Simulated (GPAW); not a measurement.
# KI (Fm-3m) in GPAW: notebook

The runs below take KI through single point, with PBE, LDA.

Program: GPAW 26.7.0. These are calculated values, not measurements. Logs are shortened: lines on timing, memory, paths and dates and some standing lists are left out, and cuts for length are marked. The log counts tension as positive stress, the text compression.

**What was measured.**

A printed reference work, monograph reports, for a bulk crystal of KI: band gap 6.32 eV.

How close the calculation comes is told below.

### Step 1. Starting point

Symmetry: Fm-3m, No. 225, cubic system. Conventional cell: a = 7.066 Å, b = 7.066 Å, c = 7.066 Å, α = 90.00°, β = 90.00°, γ = 90.00°. Around I (site symmetry m-3m) lie 6 K at 3.53 Å. K (site symmetry m-3m) is surrounded by 6 I at 3.53 Å.

### Step 2. Single point, PBE

run.py reads:

```python
from ase.dft.bandgap import bandgap
from ase.io import write
from ase.spacegroup import crystal
from ase.units import GPa
from gpaw import GPAW, PW

# I 4b
# K 4a
atoms = crystal(['I', 'K'],
                basis=[[0.5, 0.0, 0.0],
                       [0.0, 0.0, 0.0]],
                spacegroup=225, setting=1,  # Fm-3m
                cellpar=[7.06555, 7.06555, 7.06555, 90.0, 90.0, 90.0],
                primitive_cell=True)

calc = GPAW(mode=PW(600),
            xc='PBE',
            kpts={'size': (9, 9, 9), 'gamma': True},
            occupations={'name': 'fermi-dirac', 'width': 0.05},
            nbands=16,
            convergence={'density': 1e-05, 'energy': 1e-05},
            maxiter=80,
            txt='gpaw.txt')
atoms.calc = calc
energy = atoms.get_potential_energy()
forces = atoms.get_forces()
stress = atoms.get_stress()
calc.write('gs.gpw')
write('result.traj', atoms)
print(f'Energy: {energy:.6f} eV')
print('Forces (eV/A):')
print(forces.round(4))
print('Stress (GPa):', (stress / GPa).round(3))
print('Fermi level:', round(calc.get_fermi_level(), 4), 'eV')
print(f'Gap: {bandgap(calc)[0]:.4f} eV, direct: {bandgap(calc, direct=True)[0]:.4f} eV')
```

Potentials or basis: GPAW PAW data sets (gpaw-data 1.2.1), pw.

Run with:

```sh
$ OMP_NUM_THREADS=1 python run.py
```

gpaw.txt:

```text
__  _  _
 | _ |_)|_||  |
 |__||  | ||/\| - 26.7.0

Input parameters:
  mode=PW(ecut=600.0),
  convergence={'density': 1e-05, 'energy': 1e-05},
  kpts=MonkhorstPack(size=(9, 9, 9), gamma=True),
  maxiter=80,
  nbands=16,
  occupations=Occupations(name='fermi-dirac', width=0.05),
  xc=XC(name='PBE')

Diagonalizing LCAO Hamiltonian
Converting LCAO to pw mode

                   I

       K

Atoms  # Å, Bohr magnetons
|   | symbol |        x |        y |        z |    initial magnetic moments |
|---|--------|----------|----------|----------|-----------------------------|
| 0 |      I | 3.532775 | 3.532775 | 3.532775 | ( 0.0000,  0.0000,  0.0000) |
| 1 |      K | 0.000000 | 0.000000 | 0.000000 | ( 0.0000,  0.0000,  0.0000) |

Unit cell  # Å
| periodic |        x |        y |        z |  lengths |    angles |
|----------|----------|----------|----------|----------|-----------|
|      yes | 0.000000 | 3.532775 | 3.532775 | 4.996098 | 60.000000 |
|      yes | 3.532775 | 0.000000 | 3.532775 | 4.996098 | 60.000000 |
|      yes | 3.532775 | 3.532775 | 0.000000 | 4.996098 | 60.000000 |

Number of symmetries: 48
Symmetry operations  # r_c * U_cc + t_c -> r_c
|    | kind |            matrix            |
|----|------|------------------------------|
|  0 |  σ   |  1, 0, 0,  1, 0,-1,  1,-1, 0 |
|  1 |  C2  |  1, 0, 0,  1,-1, 0,  1, 0,-1 |
|  2 |  E   |  1, 0, 0,  0, 1, 0,  0, 0, 1 |
|  3 |  σ   |  1, 0, 0,  0, 0, 1,  0, 1, 0 |
|  4 |  C4  |  1, 0,-1,  1, 0, 0,  1,-1, 0 |
|  5 |  S6  |  1, 0,-1,  1,-1, 0,  1, 0, 0 |
|  6 |  σ   |  1, 0,-1,  0, 1,-1,  0, 0,-1 |
|  7 |  C3  |  1, 0,-1,  0, 0,-1,  0, 1,-1 |
|  8 |  S6  |  1,-1, 0,  1, 0, 0,  1, 0,-1 |
|  9 |  C4  |  1,-1, 0,  1, 0,-1,  1, 0, 0 |
| 10 |  C3  |  1,-1, 0,  0,-1, 1,  0,-1, 0 |
| 11 |  σ   |  1,-1, 0,  0,-1, 0,  0,-1, 1 |
| 12 |  σ   |  0, 1, 0,  1, 0, 0,  0, 0, 1 |
| 13 |  C4  |  0, 1, 0,  0, 1,-1, -1, 1, 0 |
| 14 |  C3  |  0, 1, 0,  0, 0, 1,  1, 0, 0 |
| 15 |  S6  |  0, 1, 0, -1, 1, 0,  0, 1,-1 |
| 16 |  C2  |  0, 1,-1,  1, 0,-1,  0, 0,-1 |
| 17 |  σ   |  0, 1,-1,  0, 1, 0, -1, 1, 0 |
| 18 |  S4  |  0, 1,-1,  0, 0,-1,  1, 0,-1 |
| 19 |  C4  |  0, 1,-1, -1, 1, 0,  0, 1, 0 |
| 20 |  C3  |  0, 0, 1,  1, 0, 0,  0, 1, 0 |
| 21 |  σ   |  0, 0, 1,  0, 1, 0,  1, 0, 0 |
| 22 |  S6  |  0, 0, 1,  0,-1, 1, -1, 0, 1 |
| 23 |  C4  |  0, 0, 1, -1, 0, 1,  0,-1, 1 |
| 24 |  S4  |  0, 0,-1,  1, 0,-1,  0, 1,-1 |
| 25 |  C3  |  0, 0,-1,  0, 1,-1,  1, 0,-1 |
| 26 |  C2  |  0, 0,-1,  0,-1, 0, -1, 0, 0 |
| 27 |  S6  |  0, 0,-1, -1, 0, 0,  0,-1, 0 |
| 28 |  S4  |  0,-1, 1,  1,-1, 0,  0,-1, 0 |
| 29 |  C4  |  0,-1, 1,  0, 0, 1, -1, 0, 1 |
| 30 |  C2  |  0,-1, 1,  0,-1, 0,  1,-1, 0 |
| 31 |  σ   |  0,-1, 1, -1, 0, 1,  0, 0, 1 |
| 32 |  C3  |  0,-1, 0,  1,-1, 0,  0,-1, 1 |
| 33 |  S6  |  0,-1, 0,  0, 0,-1, -1, 0, 0 |
| 34 |  S4  |  0,-1, 0,  0,-1, 1,  1,-1, 0 |
| 35 |  C2  |  0,-1, 0, -1, 0, 0,  0, 0,-1 |
| 36 |  C2  | -1, 1, 0,  0, 1, 0,  0, 1,-1 |
| 37 |  S6  | -1, 1, 0,  0, 1,-1,  0, 1, 0 |
| 38 |  S4  | -1, 1, 0, -1, 0, 1, -1, 0, 0 |
| 39 |  C3  | -1, 1, 0, -1, 0, 0, -1, 0, 1 |
| 40 |  S6  | -1, 0, 1,  0, 0, 1,  0,-1, 1 |
| 41 |  C2  | -1, 0, 1,  0,-1, 1,  0, 0, 1 |
| 42 |  C3  | -1, 0, 1, -1, 1, 0, -1, 0, 0 |
| 43 |  S4  | -1, 0, 1, -1, 0, 0, -1, 1, 0 |
| 44 |  C2  | -1, 0, 0,  0, 0,-1,  0,-1, 0 |
| 45 |  i   | -1, 0, 0,  0,-1, 0,  0, 0,-1 |
| 46 |  σ   | -1, 0, 0, -1, 1, 0, -1, 0, 1 |
| 47 |  C2  | -1, 0, 0, -1, 0, 1, -1, 1, 0 |

BZ-sampling:
  Number of BZ points: 729
  Number of IBZ points: 35

  Monkhorst-Pack size: [9, 9, 9]
  Monkhorst-Pack shift: [0, 0, 0]

K-points  # in reciprocal-cell coordinates
|     |                                coordinates |     weight |
|-----|--------------------------------------------|------------|
|   0 | (  0.00000000,   0.00000000,   0.00000000) | 0.00137174 |
|   1 | (  0.11111111,   0.11111111,   0.00000000) | 0.00823045 |
|   2 | (  0.11111111,   0.11111111,   0.11111111) | 0.01097394 |
|   3 | (  0.22222222,   0.11111111,   0.11111111) | 0.01646091 |
|   4 | (  0.22222222,   0.22222222,   0.00000000) | 0.00823045 |
|   5 | (  0.22222222,   0.22222222,   0.11111111) | 0.03292181 |
|   6 | (  0.22222222,   0.22222222,   0.22222222) | 0.01097394 |
|   7 | (  0.33333333,   0.22222222,   0.11111111) | 0.03292181 |
|   8 | (  0.33333333,   0.22222222,   0.22222222) | 0.03292181 |
|   9 | (  0.33333333,   0.33333333,  -0.33333333) | 0.01646091 |
| ... |                                            |            |
|  34 | (  0.44444444,   0.44444444,   0.44444444) | 0.01097394 |

Plane wave coefficients: 2957
Cutoff: 600.0 eV

Spin-components: 1 (collinear spins)
Bands:           16
Projectors:      10
Spin-degeneracy: 2
Datatype:        complex128

Parallelization:
  kpt:    1
  domain: 1
  band:   1

Density:
  Valence electrons: 16.0
  Components: 1
  Grid points: [30 30 30]
  Charge: 0.0  # |e|

Potential:
  Grid points: [30 30 30]

species:
  I:
    name:    Iodine
    Z:       53.0
    valence: 7
    core:    46
    charge:  0.0  # [|e|]
    compensation charges:
      type: gauss
      rc: 0.37  # [Å]
      lmax: 2
    cutoffs:
      filter: 2.06  # [Å]
      core: 2.90  # [Å]
    projectors
    | kind |    occ | energy [eV] | rcut [Å] |
    |------|--------|-------------|----------|
    |   5s |  2.000 |     -17.382 |    1.164 |
    |   5p |  5.000 |      -7.088 |    1.164 |
    |    s |        |       9.829 |    1.164 |
    |    p |        |      20.123 |    1.164 |
    |    d |        |       0.000 |    1.164 |

    Using partial waves for I as LCAO basis

  K:
    name:    Potassium
    Z:       19.0
    valence: 9
    core:    10
    charge:  0.0  # [|e|]
    compensation charges:
      type: gauss
      rc: 0.35  # [Å]
      lmax: 2
    cutoffs:
      filter: 1.91  # [Å]
      core: 1.27  # [Å]
    projectors
    | kind |    occ | energy [eV] | rcut [Å] |
    |------|--------|-------------|----------|
    |   3s |  2.000 |     -35.338 |    1.122 |
    |   4s |  1.000 |      -2.319 |    1.122 |
    |   3p |  6.000 |     -18.813 |    1.106 |
    |    p |        |       8.398 |    1.106 |
    |    d |        |       0.000 |    0.937 |

    Using partial waves for K as LCAO basis

Reference energy: -209923.048885  # eV

eigensolver:
  PPCG
  Converge bands: occupied
  niter=2

density mixing:
  MSR1-Mixer
  Pratt-step length: 0.05
  Maximum mixing coefficient: 0.75
  Old densities: 10
  SVD Regularization: 0.005
  Good broyden scale: 1.0
  Trust region scale: 1.0
  Backstep threshold: 4.0
  History deletion threshold: 6.0
  Fourier metric: weight=20.0, sigma=0.015

occupation numbers:
  Fermi-Dirac:
    width: 0.0500  # eV

poisson solver:
  ecut: 4800.0  # eV

xc functional:
  name: PBE with 2 nearest neighbor stencil

convergence criteria:
- Maximum integral of absolute [dens]ity change: 1e-05 electrons / valence electron
- Maximum [total energy] change in last 3 cyles: 1e-05 eV / valence electron
- Maximum integral of absolute [eigenst]ate change: 4e-08 eV^2 / valence electron
maximum number of iterations: 80

SCF iterations
|iter     | |      energy | eigst |  dens |
|---------|-|-------------|-------|-------|
|iter:   1| |   -5.799401 | -0.29 |       |
|iter:   2| |   -5.789947 | -2.28 | -1.36 |
|iter:   3| |   -5.723459 | -2.20 | -1.39 |
|iter:   4| |   -5.725524 | -3.30 | -1.76 |
|iter:   5| |   -5.726509 | -4.42 | -2.17 |
|iter:   6| |   -5.726568 | -5.75 | -2.91 |
|iter:   7| |   -5.726571c| -7.12 | -3.63 |
|iter:   8| |   -5.726572c| -7.92c| -4.11 |
|iter:   9| |   -5.726572c| -8.71c| -5.23c|

Converged in 9 steps
Energy contributions relative to reference atoms: (reference = -209923.048885)

Energy contributions:
  Kinetic:           5.166924
  Coulomb:          -4.456390
  Zero:             -0.669503
  External:          0.000000
  Xc:               -5.767603
  Entropy:          -0.000000
  Spinorbit:         0.000000
  ----------------------------
  Free energy:      -5.726572
  Extrapolated:     -5.726572

dipole moment: (-25.749075, -25.749075, -25.749075)  # |e|*Ang

Fermi level: 2.228
Eigenvalues  # (at kpt = [0.000, 0.000, 0.000])
| band index |      eig [eV] | occ [0-2] |
|------------|---------------|-----------|
|          0 |       -27.998 |     2.000 |
|          1 |       -11.519 |     2.000 |
|          2 |       -11.519 |     2.000 |
|          3 |       -11.519 |     2.000 |
|          4 |       -10.004 |     2.000 |
|          5 |         0.472 |     2.000 |
[... 8 lines left out ...]
|         14 |        10.333 |     0.000 |
|         15 |        13.298 |     0.000 |

Gap: 3.977 eV
Transition (v -> c):
  (s=0, k=0, n=7, [0.00, 0.00, 0.00]) -> (s=0, k=0, n=8, [0.00, 0.00, 0.00])
No difference between direct/indirect transitions

Forces  # eV/Ang
|       x |        y |        z |
|---------|----------|----------|
| 0.00000 | -0.00000 |  0.00000 |  # I    0
| 0.00000 | -0.00000 | -0.00000 |  # K    1

Stress tensor  # eV/Ang^3
|         x |         y |         z |
|-----------|-----------|-----------|
| -0.003576 | -0.000000 | -0.000000 |
| -0.000000 | -0.003576 |  0.000000 |
| -0.000000 |  0.000000 | -0.003576 |

# Writing to gs.gpw (mode='')
```

Run time: 21 s. Hardware: 1 thread of Intel Xeon Platinum 8488C (Sapphire Rapids), shared host; peak memory 0.2 GiB.

Results:

```
Free energy            : -5.7266 eV
Pressure               : 0.6 GPa
Band gap on the k mesh : 3.98 eV, direct
```

Levels at points of the mesh, in eV from the valence-band top:
| k point | band 4 | band 5 | band 6 | band 7 | band 8 | band 9 | band 10 | band 11 | band 12 |
| --- | --- | --- | --- | --- | --- | --- | --- | --- | --- |
| (0.00, 0.00, 0.00) | -11.99 | -10.48 | 0.00 | 0.00 | 0.00 | 3.98 | 6.51 | 6.51 | 6.51 |

Caveat: spin-orbit coupling is left out, which moves the levels of the heavy elements; an odd mesh through Γ misses points on the zone boundary, where band edges often lie.

### Step 3. Single point, LDA

run.py reads:

```python
from ase import Atoms
from ase.dft.bandgap import bandgap
from ase.io import write
from ase.units import GPa
from gpaw import GPAW, PW

atoms = Atoms(['I', 'K'],
              cell=[[0.0, 3.532775, 3.532775],
                    [3.532775, 0.0, 3.532775],
                    [3.532775, 3.532775, 0.0]],
              scaled_positions=[[0.5, 0.5, 0.5],
                                [0.0, 0.0, 0.0]],
              pbc=True)

calc = GPAW(mode=PW(450),
            xc='LDA',
            kpts={'size': (5, 5, 5), 'gamma': True},
            occupations={'name': 'fermi-dirac', 'width': 0.05},
            nbands=16,
            maxiter=120,
            txt='gpaw.txt')
atoms.calc = calc
energy = atoms.get_potential_energy()
forces = atoms.get_forces()
stress = atoms.get_stress()
calc.write('gs.gpw')
write('result.traj', atoms)
print(f'Energy: {energy:.6f} eV')
print('Forces (eV/A):')
print(forces.round(4))
print('Stress (GPa):', (stress / GPa).round(3))
print('Fermi level:', round(calc.get_fermi_level(), 4), 'eV')
print(f'Gap: {bandgap(calc)[0]:.4f} eV, direct: {bandgap(calc, direct=True)[0]:.4f} eV')
```

Potentials or basis: the program's PAW data sets (release 1.2.1) made for this functional, pw.

Run with:

```sh
$ OMP_NUM_THREADS=1 python run.py
```

gpaw.txt:

```text
__  _  _
 | _ |_)|_||  |
 |__||  | ||/\| - 26.7.0

Input parameters:
  mode=PW(ecut=450.00000000000006),
  kpts=MonkhorstPack(size=(5, 5, 5), gamma=True),
  maxiter=120,
  nbands=16,
  occupations=Occupations(name='fermi-dirac', width=0.05),
  xc=XC(name='LDA')

Diagonalizing LCAO Hamiltonian
Converting LCAO to pw mode

                   I

       K

Atoms  # Å, Bohr magnetons
|   | symbol |        x |        y |        z |    initial magnetic moments |
|---|--------|----------|----------|----------|-----------------------------|
| 0 |      I | 3.532775 | 3.532775 | 3.532775 | ( 0.0000,  0.0000,  0.0000) |
| 1 |      K | 0.000000 | 0.000000 | 0.000000 | ( 0.0000,  0.0000,  0.0000) |

Unit cell  # Å
| periodic |        x |        y |        z |  lengths |    angles |
|----------|----------|----------|----------|----------|-----------|
|      yes | 0.000000 | 3.532775 | 3.532775 | 4.996098 | 60.000000 |
|      yes | 3.532775 | 0.000000 | 3.532775 | 4.996098 | 60.000000 |
|      yes | 3.532775 | 3.532775 | 0.000000 | 4.996098 | 60.000000 |

[... 193 lines left out ...]
Converged in 8 steps
Energy contributions relative to reference atoms: (reference = -209724.155214)

Energy contributions:
  Kinetic:           2.344300
  Coulomb:          -2.165055
  Zero:             -0.656820
  External:          0.000000
  Xc:               -5.837477
  Entropy:          -0.000000
  Spinorbit:         0.000000
  ----------------------------
  Free energy:      -6.315052
  Extrapolated:     -6.315052

dipole moment: (-25.670781, -25.670781, -25.670781)  # |e|*Ang

Fermi level: 1.870
Eigenvalues  # (at kpt = [0.000, 0.000, 0.000])
| band index |      eig [eV] | occ [0-2] |
|------------|---------------|-----------|
|          0 |       -27.958 |     2.000 |
|          1 |       -11.676 |     2.000 |
|          2 |       -11.676 |     2.000 |
|          3 |       -11.676 |     2.000 |
|          4 |       -10.386 |     2.000 |
|          5 |         0.206 |     2.000 |
[... 8 lines left out ...]
|         14 |         9.757 |     0.000 |
|         15 |        12.698 |     0.000 |

Gap: 3.615 eV
Transition (v -> c):
  (s=0, k=0, n=7, [0.00, 0.00, 0.00]) -> (s=0, k=0, n=8, [0.00, 0.00, 0.00])
No difference between direct/indirect transitions

Forces  # eV/Ang
|       x |        y |        z |
|---------|----------|----------|
| 0.00000 | -0.00000 |  0.00000 |  # I    0
| 0.00000 | -0.00000 | -0.00000 |  # K    1

Stress tensor  # eV/Ang^3
|        x |         y |         z |
|----------|-----------|-----------|
| 0.009636 |  0.000000 |  0.000000 |
| 0.000000 |  0.009636 | -0.000000 |
| 0.000000 | -0.000000 |  0.009636 |

# Writing to gs.gpw (mode='')
```

stdout:

```text
Energy: -6.315052 eV
Forces (eV/A):
[[ 0. -0.  0.]
 [ 0. -0. -0.]]
Stress (GPa): [ 1.544  1.544  1.544 -0.     0.     0.   ]
Fermi level: 1.8704 eV
Gap: 3.6155 eV, direct: 3.6155 eV
```

It took 4.8 s on 1 thread of Arm Neoverse V2, shared host; peak memory 0.14 GiB.

Results:

```yaml
Free_energy: -6.3151 eV
Pressure: -1.5 GPa
Band_gap_on_the_k_mesh: 3.62 eV, direct
```

Caveat: the cutoff is short for stress and forces, so pressures can be off by a GPa or more; spin-orbit coupling is left out, which moves the levels of the heavy elements.

### Step 4. Comparison with measurements

Step 3. Measured gap of KI: 6.32 eV (a printed reference work, monograph). This calculation gives 3.62 eV (-2.70 eV). Spin-orbit coupling on I is left out. The value is that of LDA, without temperature or zero-point motion. Semilocal functionals fall short of measured gaps as a rule.
